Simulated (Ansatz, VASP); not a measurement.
## One calculation of CdS, two programs

The input INCAR:

```
PREC = Accurate
ENCUT = 520
EDIFF = 1E-8
ISMEAR = -1
SIGMA = 0.01
LREAL = False
LASPH = True
NELM = 100
ALGO = Normal
ISIF = 2
LWAVE = False
LCHARG = False
GGA = PE
LEFG = True
NBANDS = 26
```

KPOINTS

```
Automatic mesh
0
Gamma
  7 7 4
```

POSCAR

```
CdS
1.0
    4.1892106958      0.0000000000      0.0000000000
   -2.0946053479      3.6279628844      0.0000000000
    0.0000000000      0.0000000000      6.8378128164
Cd S
2 2
Direct
    0.3333333333      0.6666666667      0.0000000000
    0.6666666667      0.3333333333      0.5000000000
    0.3333333333      0.6666666667      0.3850000000
    0.6666666667      0.3333333333      0.8850000000
```

Input for Ansatz:

```yaml
crystal:
  lattice:
    - [4.1892106958, 0.0, 0.0]
    - [-2.0946053479, 3.6279628844, 0.0]
    - [0.0, 0.0, 6.8378128164]
  atoms:
    - { symbol: Cd, position: [0.3333333333, 0.6666666667, 0.0] }
    - { symbol: Cd, position: [0.6666666667, 0.3333333333, 0.5] }
    - { symbol: S, position: [0.3333333333, 0.6666666667, 0.385] }
    - { symbol: S, position: [0.6666666667, 0.3333333333, 0.885] }
kpoints:
  mp_grid: { grid: [7, 7, 4] }
scf:
  occupations: { method: fermi_dirac, width: 0.01 }
hamiltonian:
  xc: pbe
  pseudopotentials: { kind: paw }
output:
  forces: true
  stress: true
  eigenvalues: true
  efg: { contact_densities: true }
```

Change from the starting cell: volume scaled by 1.04, PAW files.

Alike in both runs: task electric field gradients; functional PBE; k mesh 7 × 7 × 4; occupations fermi-dirac, width 0.01 eV; no spin polarisation.

```csv
,VASP,Ansatz
version,VASP 6.6.1,Ansatz 0.2.0
potentials or method,"VASP PAW PBE potentials, release 64 (Cd, S)","PAW with Ansatz's default frozen-core files, scalar-relativistic"
plane-wave cutoff (eV),520,420
valence electrons in the cell,36,52
```

|  | VASP | Ansatz | Ansatz less VASP |
| --- | --- | --- | --- |
| gap on the k mesh at the Fermi level (eV) | 1.14 | 1.14 | -0.001 |
| pressure (GPa) | 0.5 | 0.2 | -0.30 |
| largest component of the traceless stress (GPa) | 1.20 | 1.15 | -0.047 |
| rms of the force components (eV/Å) | 0.133 | 0.129 | -0.0042 |
| Vzz of the field gradient on the site that differs most (V/Å²) | 33.5 | 31.0 | -2.53 |

Atom by atom the forces differ by 0.004 eV/Å (rms over components). With one functional, cell and mesh, what is left measures potentials, basis and numerics. The two sets of potentials don't hold the same shells in valence. Ansatz warned: «gradients_without_spin_orbit».
